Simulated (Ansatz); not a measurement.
The cell is COD entry 1010423, as deposited and not checked against the literature; nothing was relaxed. It is an old determination, and later ones may differ. The listed cell was then made from it by scaling, straining or moving an atom.

An input for BaTe: DFT, PBEsol, all-electron LAPW, scalar-relativistic (Ansatz 0.2.0).

Command: `ansatz run input.yaml --threads 1 --pin off --max-ram 3072MiB --backend cpu --events-out ev --progress --plain --runs-dir out` The run took 28 s on 1 thread of Intel(R) Xeon(R) Platinum 8375C CPU @ 2.90GHz (Ice Lake) (shared host), peak memory 0.55 GiB.

```yaml
crystal:
  lattice:
    - [0.0, 3.3418, 3.41]
    - [3.3418, 0.0, 3.41]
    - [3.3418, 3.3418, 0.0]
  atoms:
    - { symbol: Ba, position: [0.0, 0.0, 0.0] }
    - { symbol: Te, position: [0.5, 0.5, 0.5] }
kpoints:
  mp_grid: { grid: [10, 10, 10] }
  band_path:
    path:
      - [0.0, 0.0, 0.0]
      - [0.0, 0.5, 0.5]
      - [0.25, 0.75, 0.5]
      - [0.0, 0.5, 0.0]
      - [0.0, 0.0, 0.0]
      - [0.5, 0.5, 0.0]
      - [0.37005, 0.62995, 0.0]
      - [-0.37005, 0.37005, 0.0]
      - [0.0, 0.0, 0.0]
    npoints: 5
scf:
  occupations: { method: fermi_dirac, width: 0.05 }
hamiltonian:
  xc: pbesol
  pseudopotentials: { kind: all_electron, lapw: { basis_error: 0.00025 } }
output:
  forces: true
  stress: true
  eigenvalues: true
```

The results part of the log:

```
SCF 1 converged in 6 iterations: F = -406094.827745 eV  dr2 = 2.14e-8
NSCF: frozen V_eff on 41 k-points
SCF converged after 6 iterations
Free energy (F): -406094.827745 eV
Harris-Foulkes:  -406094.827745 eV  (|F-HF|=1.05e-8)
Internal energy: -406094.827745 eV  (E = F + TS)
E sigma→0 (E₀):  -406094.827745 eV
Entropy (-TS):   -0.000000 eV (-0.000 meV/atom)
Fermi energy:    10.616472 eV
--- Per-component energies (eV) ---
  E_band       = -3274.191491
  E_kinetic    = 430931.211321
  E_xc         = -10020.161123
  E_electrostatic = -827005.877943  (all electrons and nuclei)
  E_smearing   = -0.000000  (= −TS)
  E_closure    = 0.000000  (closes the sum)
  E_atoms      = -406085.691436  (free atoms, spherical and without spin; not in F)
  Σ components = -406094.827745   (vs F -406094.827745, Δ=0.00e0)
  Basis errors (estimates in eV, not in F): energy 1.3e-4 per atom: plane waves 1.2e-4 (6.2e-5 summed), levels above the bands 9.0e-51, relativity 1.3e-8, radial functions 8.9e-6, core shells 1.0e-11; eigenvalues (radial functions only) 6.1e-7; not estimated: angular momenta, meshes, grids; target (lapw.basis_error) 2.5e-4; muffin-tin radii Te 1.706 Å, Ba 1.636 Å
--- Forces (eV/Å), atoms counted from 1 ---
  atom   1  Ba     0.00000000     0.00000000     0.00000000
  atom   2  Te     0.00000000    -0.00000000    -0.00000000
  max |Σ_I F_I| component: 2.37e-30 eV/Å
--- Stress (GPa, compression-positive) ---
        4.433995       0.000000       0.000000
        0.000000       4.433995       0.000000
        0.000000       0.000000       2.332281
  P = ⅓ Tr σ = 3.7334 GPa (37.334 kbar)
--- Band table (eV; the first three rows and the last of 102) ---
  k-point 0: bands = ["-226.0905", "-163.3099", "-163.3057", "-163.3057", "-147.4024", "-97.5106", "-97.5057", "-97.5057", "-72.2411", "-72.2411", "-72.2380", "-72.2342", "-72.2297", "-24.9731", "-24.9706", "-24.9598", "-24.9598", "-24.9567", "-16.5851", "-1.7639", "-1.7639", "-1.7468", "0.1891", "9.9345", "10.0110", "10.0110", "12.7562", "12.8999", "12.8999", "13.2429", "13.6633", "13.6880"]
  k-point 1: bands = ["-226.0905", "-163.3099", "-163.3057", "-163.3057", "-147.4024", "-97.5106", "-97.5057", "-97.5057", "-72.2411", "-72.2411", "-72.2380", "-72.2342", "-72.2297", "-24.9731", "-24.9706", "-24.9597", "-24.9597", "-24.9567", "-16.5826", "-1.8616", "-1.7643", "-1.7534", "0.3255", "9.5836", "9.7767", "9.8154", "12.8449", "12.9783", "13.0365", "13.6775", "14.0275", "14.0294"]
  k-point 2: bands = ["-226.0905", "-163.3099", "-163.3057", "-163.3057", "-147.4024", "-97.5106", "-97.5057", "-97.5057", "-72.2411", "-72.2411", "-72.2380", "-72.2342", "-72.2297", "-24.9731", "-24.9707", "-24.9597", "-24.9597", "-24.9566", "-16.5761", "-2.0844", "-1.7654", "-1.7593", "0.6423", "8.8233", "9.3793", "9.4065", "12.9409", "13.3450", "13.4084", "14.6224", "14.8968", "14.9725"]
  k-point 101: bands = ["-226.0905", "-163.3099", "-163.3057", "-163.3057", "-147.4024", "-97.5106", "-97.5057", "-97.5057", "-72.2411", "-72.2411", "-72.2380", "-72.2342", "-72.2297", "-24.9738", "-24.9704", "-24.9593", "-24.9593", "-24.9568", "-16.5507", "-2.0947", "-1.8947", "-1.8947", "0.4197", "8.8369", "9.6913", "9.6913", "11.2218", "14.6664", "15.1906", "16.1880", "16.2360", "16.2360"]
```
